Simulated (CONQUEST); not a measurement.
**Sn under changes of volume**

One of the cells (27.650 Å³/atom); the others are scaled copies at fixed shape and fractional positions:

```
Sn
1.0
     3.19860    0.00000    0.00000
     0.00000    5.88028    0.00000
     0.00000    0.00000    5.88028
Sn
4
Direct
  0.00000 0.00000 0.00000
  0.50000 0.50000 0.50000
  0.25000 0.00000 0.50000
  0.75000 0.50000 0.00000
```

```yaml
Program: CONQUEST 1.3
Functional: PBE
Potentials_or_basis: PseudoDojo NC PBE, DZP, grid of 32 × 60 × 60 points
k_mesh: 8 × 5 × 5
Occupations: fermi-dirac, width 0.05 eV
Spin: no spin polarisation
```

```csv
volume (Å³/atom),energy over the lowest point (meV/atom),pressure (GPa)
25.991,?,?
26.544,26.36,4.6
27.097,13.51,3.1
27.650,5.12,2.0
28.203,0.81,0.7
28.756,0.00,-0.3
29.309,2.16,-1.1
```

Task: What does the run at 25.991 Å³/atom give?

Result: Energy over the lowest point 44.50 meV/atom; pressure 6.1 GPa.

Worked out: A Birch-Murnaghan fit of order 3 (a polynomial in V^(-2/3)) to the other rows has its minimum at 28.62 Å³/atom with B0 = V·E''(V) = 47 GPa and B' = 6.1 at fixed shape and positions, which overstates the stiffness. It gives 44.49 meV/atom at 25.991 Å³/atom, against the run's 44.50, and -dE/dV = 6.1 GPa, against 6.1.

Energies are extrapolated to zero smearing.

Caveats: the basis of atomic orbitals isn't converged, which shifts pressures, moduli and gaps.
